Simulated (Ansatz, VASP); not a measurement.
**MgO in VASP and in Ansatz**

File INCAR:

```
SYSTEM = MgO
  PREC = Accurate
  ENCUT = 520
  EDIFF = 1E-7
  ISMEAR = -1
  SIGMA = 0.05
  LREAL = .FALSE.
  LASPH = .TRUE.
  NELM = 80
  ALGO = Normal
  ISIF = 2
  LWAVE = .FALSE.
  LCHARG = .FALSE.
  GGA = PE
  NBANDS = 11
```

Contents of KPOINTS:

```
Automatic mesh
0
G
  6 6 6
  0 0 0
```

File POSCAR:

```
MgO
1.0
    0.0000000000      2.0970013927      2.0970013927
    2.0970013927      0.0000000000      2.0970013927
    2.0970013927      2.0970013927      0.0000000000
Mg O
1 1
Direct
    0.0000000000      0.0000000000      0.0000000000
    0.5000000000      0.5000000000      0.5000000000
```

The input input.yaml:

```yaml
crystal:
  lattice:
    - [0.0, 2.0970013927, 2.0970013927]
    - [2.0970013927, 0.0, 2.0970013927]
    - [2.0970013927, 2.0970013927, 0.0]
  atoms:
    - { symbol: Mg, position: [0.0, 0.0, 0.0] }
    - { symbol: O, position: [0.5, 0.5, 0.5] }
kpoints:
  mp_grid: { grid: [6, 6, 6] }
scf:
  occupations: { method: fermi_dirac, width: 0.05 }
hamiltonian:
  xc: pbe
  pseudopotentials: { kind: all_electron, datasets: crystal }
output:
  forces: true
  stress: true
  eigenvalues: true
```

Alike in both runs: task single point; functional PBE; k mesh 6 × 6 × 6; occupations fermi-dirac, width 0.05 eV; no spin polarisation.

```csv
,VASP,Ansatz
version,VASP 6.6.1,Ansatz 0.2.0
potentials or method,"VASP PAW PBE potentials, release 64 (Mg, O)",all-electron PAW datasets made for the crystal
plane-wave cutoff (eV),520,see its input
```

Ansatz gave:

- gap on the k mesh at the Fermi level (eV): 4.86
- least direct gap on the mesh (eV): 4.86
- pressure (GPa): 7.0

Task: Which values does VASP return?

Result: gap on the k mesh at the Fermi level (eV): 4.85; least direct gap on the mesh (eV): 4.85; pressure (GPa): 6.2.

Ansatz ran all-electron here, so the differences hold the error of VASP's frozen core and of both bases.

Caveats: the k mesh is coarse (spacing up to 0.43 Å⁻¹), so the values aren't converged.
